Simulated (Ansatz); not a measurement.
# HfN: the cost of one run

Computed with Ansatz 0.2.0 (DFT PBEsol, scalar-relativistic, unless a step's input says otherwise).

## 1. Starting point

It takes space group Fm-3m (No. 225, cubic). Conventional cell: a = 4.518 Å, b = 4.518 Å, c = 4.518 Å, α = 90.00°, β = 90.00°, γ = 90.00°. Hf (site symmetry m-3m) has 6 N at 2.26 Å as nearest neighbours. Around N (site symmetry m-3m) lie 6 Hf at 2.26 Å.

Coordinates:

```cif
data_structure
_symmetry_space_group_name_H-M 'Fm-3m'
_symmetry_Int_Tables_number 225
_cell_length_a 4.5180
_cell_length_b 4.5180
_cell_length_c 4.5180
_cell_angle_alpha 90.000
_cell_angle_beta 90.000
_cell_angle_gamma 90.000
_cell_volume 92.22
loop_
_atom_site_label
_atom_site_type_symbol
_atom_site_symmetry_multiplicity
_atom_site_Wyckoff_symbol
_atom_site_fract_x
_atom_site_fract_y
_atom_site_fract_z
_atom_site_occupancy
Hf1 Hf 4 a 0.00000 0.00000 0.00000 1
N1 N 4 b 0.50000 0.00000 0.00000 1
```

The file gives the conventional cell by its symmetry; the runs use the cell typed in the input.

Atoms are numbered in the order of the input: Hf1, N2.

## 2. The deformed structure

Space group Fm-3m before, I4/mmm after.

## 3. Full-potential LAPW

Input file input.yaml:

```yaml
crystal:
  lattice:
    - [0.0, 2.21382, 2.259]
    - [2.21382, 0.0, 2.259]
    - [2.21382, 2.21382, 0.0]
  atoms:
    - { symbol: Hf, position: [0.0, 0.0, 0.0] }
    - { symbol: "N", position: [0.5, 0.5, 0.5] }
kpoints:
  mp_grid: { grid: [10, 10, 10] }
  band_path:
    path:
      - [0.0, 0.0, 0.0]
      - [0.0, 0.5, 0.5]
      - [0.25, 0.75, 0.5]
      - [0.0, 0.5, 0.0]
      - [0.0, 0.0, 0.0]
      - [0.5, 0.5, 0.0]
      - [0.37005, 0.62995, 0.0]
      - [-0.37005, 0.37005, 0.0]
      - [0.0, 0.0, 0.0]
    npoints: 5
scf:
  occupations: { method: fermi_dirac, width: 0.01 }
hamiltonian:
  xc: pbesol
  pseudopotentials: { kind: all_electron, lapw: { basis_error: 0.0005 } }
output:
  forces: true
  stress: true
  eigenvalues: true
```

Run with:

```bash
$ ansatz run input.yaml --threads 1 --pin off --max-ram 3072MiB --backend cpu --events-out ev --progress --plain --runs-dir out
```

**Question.** How long does this run take on 1 thread of Intel Xeon Platinum 8488C (Sapphire Rapids), shared host, and how much memory does it need?

About 22 s, with a peak of 0.55 GiB.
